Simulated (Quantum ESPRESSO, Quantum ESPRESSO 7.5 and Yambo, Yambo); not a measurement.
**A GW chain in Yambo: Sb (buckled honeycomb monolayer)**

Wanted: ground state, empty states, screening and self-energy for Sb (buckled honeycomb monolayer).

Method: PBE and many-body steps on it, plane waves, in Quantum ESPRESSO 7.5 and Yambo 5.3.0.

**What was measured.**

- Gap 2.21 eV: optical gap from PL emission peak; photoluminescence, 355 nm excitation; monolayer (antimonene on antimony oxide after hydrogen reduction) (“Ultrathin high-κ antimony oxide single crystals”, 2020, pmc:7237679).

**1. Starting point**

The cell holds 2 atoms: 2 Sb. Cell: a = 4.127 Å, b = 4.127 Å, c = 14.000 Å, α = 90.0°, β = 90.0°, γ = 120.0°. Vacuum lies along c.

The structure was relaxed with PBE. The runs that relaxed it are not among those shown. Spin-orbit coupling is left out unless a step names it.

**2. Ground state**

This step: Quantum ESPRESSO 7.5; DFT, PBE, plane waves, norm-conserving pseudopotentials.

The ground-state density comes first.

Contents of pw.in:

```
&control
  calculation = 'scf'
  prefix = 'x'
  outdir = 'o'
  pseudo_dir = 'pseudo'
/
&system
  ibrav = 0
  nat = 2
  ntyp = 1
  ecutwfc = 88.0
  nbnd = 28
  force_symmorphic = .true.
/
&electrons
  conv_thr = 1e-10
  electron_maxstep = 80
  mixing_beta = 0.5
/
ATOMIC_SPECIES
  Sb 121.76 Sb.upf
CELL_PARAMETERS angstrom
  4.1272254436 0.0000000001 0.0000000000
  -2.0636127219 3.5742820813 0.0000000000
  0.0000000000 0.0000000000 14.0000000000
ATOMIC_POSITIONS crystal
  Sb 0.3333333333 0.6666666667 0.4415848827
  Sb 0.6666666667 0.3333333333 0.5584151173
K_POINTS automatic
  9 9 1 0 0 0
```

Run with:

```sh
OMP_NUM_THREADS=1 mpirun -n 4 pw.x -nk 4 -in pw.in > pw.out
```

Log:

```text
Program PWSCF v.7.5 starts

     This program is part of the open-source Quantum ESPRESSO suite
     for quantum simulation of materials; please cite
         "P. Giannozzi et al., J. Phys.:Condens. Matter 21 395502 (2009);
         "P. Giannozzi et al., J. Phys.:Condens. Matter 29 465901 (2017);
         "P. Giannozzi et al., J. Chem. Phys. 152 154105 (2020);
     in publications or presentations arising from this work. More details at
     Message from routine setup:
     using ibrav=0 with symmetry is DISCOURAGED, use correct ibrav instead

     G-vector sticks info

     bravais-lattice index     =            0
     lattice parameter (alat)  =       7.7993  a.u.
     unit-cell volume          =    1393.7076 (a.u.)^3
     number of atoms/cell      =            2
     number of atomic types    =            1
     number of electrons       =        46.00
     number of Kohn-Sham states=           28
     kinetic-energy cutoff     =      88.0000  Ry
     charge density cutoff     =     352.0000  Ry
     scf convergence threshold =      1.0E-10
     mixing beta               =       0.5000
     number of iterations used =            8  plain     mixing
     Exchange-correlation= PBE
                           (   1   4   3   4   0   0   0)

     celldm(1)=   7.799326  celldm(2)=   0.000000  celldm(3)=   0.000000
     celldm(4)=   0.000000  celldm(5)=   0.000000  celldm(6)=   0.000000

     crystal axes: (cart. coord. in units of alat)
               a(1) = (   1.000000   0.000000   0.000000 )
               a(2) = (  -0.500000   0.866025   0.000000 )
               a(3) = (   0.000000   0.000000   3.392109 )

     reciprocal axes: (cart. coord. in units 2 pi/alat)
               b(1) = (  1.000000  0.577350 -0.000000 )
               b(2) = ( -0.000000  1.154701  0.000000 )
               b(3) = (  0.000000 -0.000000  0.294802 )
     Pseudo is Norm-conserving + core correction, Zval = 23.0
     Generated using ONCVPSP code by D. R. Hamann
     Using radial grid of 1434 points,  6 beta functions with:
     Sb               23.00   121.76000     Sb( 1.00)

     12 Sym. Ops., with inversion, found

   Cartesian axes

     site n.     atom                  positions (alat units)
         1        Sb     tau(   1) = (  -0.0000000   0.5773503   1.4979042  )
         2        Sb     tau(   2) = (   0.5000000   0.2886751   1.8942051  )

     number of k points=    12
                       cart. coord. in units 2pi/alat
        k(    1) = (   0.0000000   0.0000000   0.0000000), wk =   0.0246914
        k(    2) = (  -0.0000000   0.1283001   0.0000000), wk =   0.1481481
        k(    3) = (  -0.0000000   0.2566001   0.0000000), wk =   0.1481481
        k(    4) = (  -0.0000000   0.3849002   0.0000000), wk =   0.1481481
        k(    5) = (  -0.0000000   0.5132002   0.0000000), wk =   0.1481481
        k(    6) = (   0.1111111   0.1924501   0.0000000), wk =   0.1481481
        k(    7) = (   0.1111111   0.3207501   0.0000000), wk =   0.2962963
        k(    8) = (   0.1111111   0.4490502   0.0000000), wk =   0.2962963
        k(    9) = (   0.1111111   0.5773503   0.0000000), wk =   0.1481481
        k(   10) = (   0.2222222   0.3849002   0.0000000), wk =   0.1481481
        k(   11) = (   0.2222222   0.5132002   0.0000000), wk =   0.2962963
        k(   12) = (   0.3333333   0.5773503   0.0000000), wk =   0.0493827

     Dense  grid:   155503 G-vectors     FFT dimensions: (  48,  48, 160)

     Initial potential from superposition of free atoms

     starting charge      45.9989, renormalised to      46.0000
     Starting wfcs are   26 randomized atomic wfcs +    2 random wfcs

     per-process dynamical memory:   109.3 Mb

     Self-consistent Calculation

     iteration #  1     ecut=    88.00 Ry     beta= 0.50

     Threshold (ethr) on eigenvalues was too large:
     Diagonalizing with lowered threshold

     total energy              =   -1011.82016362 Ry
     estimated scf accuracy    <       0.01749720 Ry

     iteration #  2     ecut=    88.00 Ry     beta= 0.50

     total energy              =   -1011.82050364 Ry
     estimated scf accuracy    <       0.00310109 Ry

     iteration #  3     ecut=    88.00 Ry     beta= 0.50

     total energy              =   -1011.82066660 Ry
     estimated scf accuracy    <       0.00009403 Ry

     iteration #  4     ecut=    88.00 Ry     beta= 0.50

     total energy              =   -1011.82067334 Ry
     estimated scf accuracy    <       0.00001030 Ry

     iteration #  5     ecut=    88.00 Ry     beta= 0.50

     total energy              =   -1011.82067471 Ry
     estimated scf accuracy    <       0.00000035 Ry

     iteration #  6     ecut=    88.00 Ry     beta= 0.50

     total energy              =   -1011.82067478 Ry
     estimated scf accuracy    <       0.00000003 Ry

     iteration #  7     ecut=    88.00 Ry     beta= 0.50

     total energy              =   -1011.82067479 Ry
     estimated scf accuracy    <          2.5E-09 Ry

     iteration #  8     ecut=    88.00 Ry     beta= 0.50

     total energy              =   -1011.82067479 Ry
     estimated scf accuracy    <          1.3E-10 Ry

     iteration #  9     ecut=    88.00 Ry     beta= 0.50

     End of self-consistent calculation

          k = 0.0000 0.0000 0.0000 ( 19441 PWs)   bands (ev):

  -143.8142-143.8134 -96.7853 -96.7853 -96.7813 -96.7813 -96.7396 -96.7360
   -28.6434 -28.6434 -28.5729 -28.5729 -28.5295 -28.4680 -28.4680 -28.4333
   -28.3899 -28.3899 -11.3111  -6.3831  -0.6593  -0.0917  -0.0917   1.4860
     2.6985   2.6985   4.3309   4.4300

          k =-0.0000 0.1283 0.0000 ( 19450 PWs)   bands (ev):

  -143.8141-143.8135 -96.7853 -96.7852 -96.7814 -96.7812 -96.7395 -96.7361
   -28.6426 -28.6373 -28.5720 -28.5690 -28.5279 -28.4707 -28.4683 -28.4350
   -28.3970 -28.3903 -11.1810  -6.3845  -1.1614  -0.6096  -0.3705   1.9867
     2.7480   2.9630   4.4764   4.6067

          k =-0.0000 0.2566 0.0000 ( 19454 PWs)   bands (ev):

  -143.8141-143.8135 -96.7854 -96.7850 -96.7817 -96.7812 -96.7392 -96.7363
   -28.6405 -28.6202 -28.5699 -28.5583 -28.5226 -28.4786 -28.4696 -28.4403
   -28.4157 -28.3914 -10.7993  -6.4969  -2.4378  -0.8989  -0.5788   1.3970
     3.3449   3.4029   4.8167   4.9941

          k =-0.0000 0.3849 0.0000 ( 19432 PWs)   bands (ev):

     [... further k-points ...]

     highest occupied, lowest unoccupied level (ev):    -0.0917    1.2218

!    total energy              =   -1011.82067479 Ry
     estimated scf accuracy    <          6.8E-12 Ry

     The total energy is the sum of the following terms:
     one-electron contribution =   -2035.62273856 Ry
     hartree contribution      =     986.05094732 Ry
     xc contribution           =    -138.57175214 Ry
     ewald contribution        =     176.32286859 Ry

     convergence has been achieved in   9 iterations

     XML data file, charge density, pseudopotentials, collected wavefunctions

=------------------------------------------------------------------------------=
   JOB DONE.
=------------------------------------------------------------------------------=
```

Run time: 21 s. Hardware: 4 MPI ranks of Arm Neoverse V2, shared host; peak memory 0.73 GiB; 84 s of CPU time.

This step gave:

* total energy: -13766.5216 eV
* gap: 1.314 eV
* k of the valence top: 0, 0, 0
* k of the conduction bottom: 0, 0.3333, 0
* least direct gap: 1.578 eV

The gap is indirect, with the least direct gap 0.26 eV higher.

**3. Bands along the symmetry lines**

Levels along a band path, at the cheap level, show where the edges lie and whether the meshes to come will hold them.

Contents of pw.in:

```
&control
  calculation = 'bands'
  prefix = 'x'
  outdir = 'o'
  pseudo_dir = 'pseudo'
/
&system
  ibrav = 0
  nat = 2
  ntyp = 1
  ecutwfc = 88.0
  nbnd = 29
  force_symmorphic = .true.
/
&electrons
  conv_thr = 1e-9
  electron_maxstep = 80
  diago_full_acc = .true.
  diago_thr_init = 5e-6
/
ATOMIC_SPECIES
  Sb 121.76 Sb.upf
CELL_PARAMETERS angstrom
  4.1272254436 0.0000000001 0.0000000000
  -2.0636127219 3.5742820813 0.0000000000
  0.0000000000 0.0000000000 14.0000000000
ATOMIC_POSITIONS crystal
  Sb 0.3333333333 0.6666666667 0.4415848827
  Sb 0.6666666667 0.3333333333 0.5584151173
K_POINTS crystal
  25
  0.00000000 0.00000000 0.00000000 1
  0.06250000 0.00000000 0.00000000 1
  0.12500000 0.00000000 0.00000000 1
  0.18750000 0.00000000 0.00000000 1
  0.25000000 0.00000000 0.00000000 1
  0.31250000 0.00000000 0.00000000 1
  0.37500000 0.00000000 0.00000000 1
  0.43750000 0.00000000 0.00000000 1
  0.50000000 0.00000000 0.00000000 1
  0.47916667 0.04166667 0.00000000 1
  0.45833333 0.08333333 0.00000000 1
  0.43750000 0.12500000 0.00000000 1
  0.41666666 0.16666666 0.00000000 1
  0.39583333 0.20833333 0.00000000 1
  0.37500000 0.25000000 0.00000000 1
  0.35416666 0.29166666 0.00000000 1
  0.33333333 0.33333333 0.00000000 1
  0.29166666 0.29166666 0.00000000 1
  0.25000000 0.25000000 0.00000000 1
  0.20833333 0.20833333 0.00000000 1
  0.16666666 0.16666666 0.00000000 1
  0.12500000 0.12500000 0.00000000 1
  0.08333333 0.08333333 0.00000000 1
  0.04166667 0.04166667 0.00000000 1
  0.00000000 0.00000000 0.00000000 1
```

Log:

```text
[banner, memory and clock lines left out]
Program PWSCF v.7.5 starts

     Atomic positions and unit cell read from directory:
     o/x.save/

     Message from routine setup:
     using ibrav=0 with symmetry is DISCOURAGED, use correct ibrav instead

     G-vector sticks info

     bravais-lattice index     =            0
     lattice parameter (alat)  =       7.7993  a.u.
     unit-cell volume          =    1393.7076 (a.u.)^3
     number of atoms/cell      =            2
     number of atomic types    =            1
     number of electrons       =        46.00
     number of Kohn-Sham states=           29
     kinetic-energy cutoff     =      88.0000  Ry
     charge density cutoff     =     352.0000  Ry
     Exchange-correlation= PBE
                           (   1   4   3   4   0   0   0)

     celldm(1)=   7.799326  celldm(2)=   0.000000  celldm(3)=   0.000000
     celldm(4)=   0.000000  celldm(5)=   0.000000  celldm(6)=   0.000000

     crystal axes: (cart. coord. in units of alat)
               a(1) = (   1.000000   0.000000   0.000000 )
               a(2) = (  -0.500000   0.866025   0.000000 )
               a(3) = (   0.000000   0.000000   3.392109 )

     reciprocal axes: (cart. coord. in units 2 pi/alat)
               b(1) = (  1.000000  0.577350 -0.000000 )
               b(2) = ( -0.000000  1.154701  0.000000 )
               b(3) = (  0.000000 -0.000000  0.294802 )
     Pseudo is Norm-conserving + core correction, Zval = 23.0
     Generated using ONCVPSP code by D. R. Hamann
     Using radial grid of 1434 points,  6 beta functions with:
     Sb               23.00   121.76000     Sb( 1.00)

     12 Sym. Ops., with inversion, found

   Cartesian axes

     site n.     atom                  positions (alat units)
         1        Sb     tau(   1) = (  -0.0000000   0.5773503   1.4979042  )
         2        Sb     tau(   2) = (   0.5000000   0.2886751   1.8942051  )

     number of k points=    25
                       cart. coord. in units 2pi/alat
        k(    1) = (   0.0000000   0.0000000   0.0000000), wk =   0.0800000
        k(    2) = (   0.0625000   0.0360844   0.0000000), wk =   0.0800000
        k(    3) = (   0.1250000   0.0721688   0.0000000), wk =   0.0800000
[...]
[... 13 further rows ...]
        k(   24) = (   0.0416667   0.0721688   0.0000000), wk =   0.0800000
        k(   25) = (   0.0000000   0.0000000   0.0000000), wk =   0.0800000

     Dense  grid:   155503 G-vectors     FFT dimensions: (  48,  48, 160)

     The potential is recalculated from file :
     o/x.save/charge-density

     Starting wfcs are   26 randomized atomic wfcs +    3 random wfcs

     Band Structure Calculation

     End of band structure calculation

          k = 0.0000 0.0000 0.0000 ( 19441 PWs)   bands (ev):

  -143.8141-143.8134 -96.7852 -96.7852 -96.7813 -96.7813 -96.7396 -96.7360
   -28.6434 -28.6434 -28.5729 -28.5729 -28.5295 -28.4680 -28.4680 -28.4333
   -28.3899 -28.3899 -11.3111  -6.3830  -0.6593  -0.0916  -0.0916   1.4860
     2.6985   2.6985   4.3309   4.4300   6.3187

          k = 0.0625 0.0361 0.0000 ( 19449 PWs)   bands (ev):

  -143.8141-143.8134 -96.7853 -96.7852 -96.7813 -96.7812 -96.7396 -96.7360
   -28.6432 -28.6414 -28.5726 -28.5716 -28.5290 -28.4690 -28.4681 -28.4338
[...]
2.6064   2.7943   4.3804   4.4867   6.3848

          k = 0.1250 0.0722 0.0000 ( 19442 PWs)   bands (ev):

  -143.8141-143.8134 -96.7853 -96.7852 -96.7814 -96.7812 -96.7395 -96.7361
[...]
2.8606   3.0172   4.5110   4.6514   6.3343

[...]
k = 0.0417 0.0722 0.0000 ( 19453 PWs)   bands (ev):

  -143.8141-143.8134 -96.7853 -96.7852 -96.7813 -96.7812 -96.7396 -96.7360
[...]
2.5487   2.8511   4.3962   4.5054   6.3945

          k = 0.0000 0.0000 0.0000 ( 19441 PWs)   bands (ev):

  -143.8141-143.8134 -96.7852 -96.7852 -96.7813 -96.7813 -96.7396 -96.7360
   -28.6434 -28.6434 -28.5729 -28.5729 -28.5295 -28.4680 -28.4680 -28.4333
   -28.3899 -28.3899 -11.3111  -6.3830  -0.6593  -0.0916  -0.0916   1.4860
     2.6985   2.6985   4.3309   4.4300   6.3187

     XML data file, pseudopotentials, collected wavefunctions
```

The job ended after 13 s (4 MPI ranks; peak memory 0.56 GiB; 50 s of CPU time).

Numbers from this step:

```
gap                        : 1.297 eV
k of the valence top       : 0, 0, 0
k of the conduction bottom : 0.3125, 0, 0
least direct gap           : 1.578 eV
```

The gap is 1.297 eV, −0.017 eV from the run before at this level.

Electronic bands along the path, in eV, zero at the top of the highest filled band:

| point | band 20 | band 21 | band 22 | band 23 | band 24 | band 25 | band 26 | band 27 |
| --- | --- | --- | --- | --- | --- | --- | --- | --- |
| Γ | -6.29 | -0.57 | 0.00 | 0.00 | 1.58 | 2.79 | 2.79 | 4.42 |
| halfway | -6.48 | -2.58 | -0.93 | -0.52 | 1.38 | 3.47 | 3.49 | 5.03 |
| M | -7.75 | -2.91 | -1.53 | -1.44 | 1.66 | 2.48 | 3.56 | 5.12 |
| halfway | -7.88 | -3.08 | -2.06 | -1.44 | 2.08 | 2.94 | 3.29 | 5.54 |
| K | -8.44 | -3.47 | -1.77 | -1.77 | 1.55 | 3.60 | 3.60 | 6.64 |
| halfway | -6.61 | -2.59 | -1.82 | -0.51 | 2.21 | 2.74 | 3.76 | 5.24 |
| Γ | -6.29 | -0.57 | 0.00 | 0.00 | 1.58 | 2.79 | 2.79 | 4.42 |

The electronic bands as a text plot (rows in eV, shown from -8.0 to 4.5 only):

```
    4.3 |++++                                                ++++
    3.7 |         ++++++++++++++      ++++++++++++++++++++
    3.2 |    ++++++++++         +++++++    +++            +++
    2.7 |++++++        +++++++++ +++          +++++++++++++++++++
    2.2 | +++++                 ++++          ++++++++++++++++++
    1.7 |+     +++     +++++++++    ++++++++++                  +
    1.1 |         +++++
    0.6 |
    0.1 |****                                                ****
   -0.4 |************                               *************
   -1.0 |         ********                    ******   ***
   -1.5 |    **        ******************  ***            ***
   -2.0 |      ***              **************      ******
   -2.5 |         ***                         *********
   -3.0 |            *****************        ***
   -3.6 |                             ********
   -4.1 |
   -4.6 |
   -5.1 |
   -5.7 |
   -6.2 |*********                                     **********
   -6.7 |         *****                             ***
   -7.2 |              ***                       ***
   -7.7 |                 ************     ******
         Γ                   M           K                      Γ
```

(Part 1 of 3 ends here.)

[Paths, hosts, dates, memory and timing lines, banners, echoed tables and standing remarks are left out of the program output.]

[Logs are printed without paths, hosts, clocks, repeated set-up lines and the standing remarks that a program may print on its own settings, such as how far it seeks lower states.]

[Runs of the session that timed out or met a known fault of the program may be left out.]

[Hosts, paths, dates, database ids (printed as entryN), source tags and the programs' standing remarks are cut or masked in the printed files.]
